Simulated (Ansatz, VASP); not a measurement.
**SnO2 in VASP and in Ansatz**

```xyz
6
Lattice="4.7213 0.0000 0.0000 0.0000 4.7242 0.0000 0.0000 0.0000 3.1900" Properties=species:S:1:pos:R:3 pbc="T T T"
Sn    2.3606    2.3621    1.5950
Sn    0.0000    0.0000    0.0000
O     1.4427    1.4483    0.0000
O     3.8033    0.9138    1.5950
O     0.9180    3.8104    1.5950
O     3.2786    3.2759    0.0000
```

Alike in both runs: functional LDA; k mesh 6 × 6 × 8; occupations gaussian, width 0.02 eV; no spin polarisation.

Ansatz relaxed the structure, and its values are those at the end. VASP's run is a single point on that final structure, the one shown.

|  | VASP | Ansatz |
| --- | --- | --- |
| version | VASP 6.6.1 | Ansatz 0.2.0 |
| potentials or method | VASP PAW LDA potentials, release 64 (Sn_d, O) | scalar-relativistic, plane waves, PAW |
| plane-wave cutoff (eV) | 520 | 420 |
| valence electrons in the cell | 52 | 52 |

|  | VASP | Ansatz | Ansatz less VASP |
| --- | --- | --- | --- |
| gap on the k mesh at the Fermi level (eV) | 1.20 | 1.16 | -0.035 |
| least direct gap on the mesh (eV) | 1.20 | 1.16 | -0.035 |
| pressure (GPa) | 1.1 | 0.0 | -1.08 |
| rms of the force components (eV/Å) | 0.010 | 0.001 | -0.0094 |

Caveats: spin-orbit coupling is left out, which moves the levels of the heavy elements.
